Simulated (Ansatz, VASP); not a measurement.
**CoO: VASP beside Ansatz**

File INCAR:

```
SYSTEM = CoO
PREC = Accurate ; ENCUT = 520
EDIFF = 1E-6 ; ISMEAR = -1
SIGMA = 0.05 ; LREAL = .FALSE.
LASPH = .TRUE. ; NELM = 150
ALGO = Normal ; ISIF = 2
LWAVE = .FALSE. ; LCHARG = .FALSE.
ISPIN = 2 ; MAGMOM = 2 0
LORBIT = 11 ; LMAXMIX = 4
GGA = PS ; NBANDS = 18
```

Contents of KPOINTS:

```
regular mesh
0
G
  11 11 11
  0 0 0
```

File POSCAR:

```
CoO
1.0
    1.5054695445      0.8691832468      2.4399269062
   -1.5054695445      0.8691832468      2.4399269062
    0.0000000000     -1.7383664936      2.4399269062
Co O
1 1
Direct
    0.0000000000      0.0000000000      0.0000000000
    0.5000000000      0.5000000000      0.5000000000
```

The input input.yaml:

```yaml
crystal:
  lattice:
    - [1.5054695445, 0.8691832468, 2.4399269062]
    - [-1.5054695445, 0.8691832468, 2.4399269062]
    - [0.0, -1.7383664936, 2.4399269062]
  atoms:
    - { symbol: Co, position: [0.0, 0.0, 0.0], spin: 2.0 }
    - { symbol: O, position: [0.5, 0.5, 0.5] }
kpoints:
  mp_grid: { grid: [11, 11, 11] }
scf:
  occupations: { method: fermi_dirac, width: 0.05 }
hamiltonian:
  xc: pbesol
  pseudopotentials: { kind: all_electron, lapw: { basis_error: 0.001 } }
magnetization:
  spin_polarized: true
output:
  forces: true
  stress: true
  eigenvalues: true
```

Alike in both runs: task single point; functional PBEsol; k mesh 11 × 11 × 11; occupations fermi-dirac, width 0.05 eV; collinear spin.

```csv
,VASP,Ansatz
version,VASP 6.6.1,Ansatz 0.2.0
potentials or method,"VASP PAW PBE potentials, release 64 (Co, O)","all-electron LAPW, scalar-relativistic"
plane-wave cutoff (eV),520,see its input
```

```tsv
	VASP	Ansatz	Ansatz less VASP
gap on the k mesh at the Fermi level (eV)	none	none	-
pressure (GPa)	-10.0	-9.2	+0.80
largest component of the traceless stress (GPa)	0.21	0.24	+0.032
net moment per atom (μB)	1.45	1.47	+0.013
size of the moment on the site where the two differ most (μB)	2.55	2.58	+0.035
```

Site moments also hang on the region over which each program counts them. A gap of «none» marks a metal or a gap that the smearing closes. Ansatz ran all-electron here, so the differences hold the error of VASP's frozen core and of both bases.

Caveats: a cell with one magnetic atom can't hold antiferromagnetic order, which such compounds often take; semilocal functionals often make such compounds metallic where correlation or magnetic order opens a gap, which also shifts bond lengths; the PAW data sets were made with another functional, which shifts forces and pressure a little (VASP).
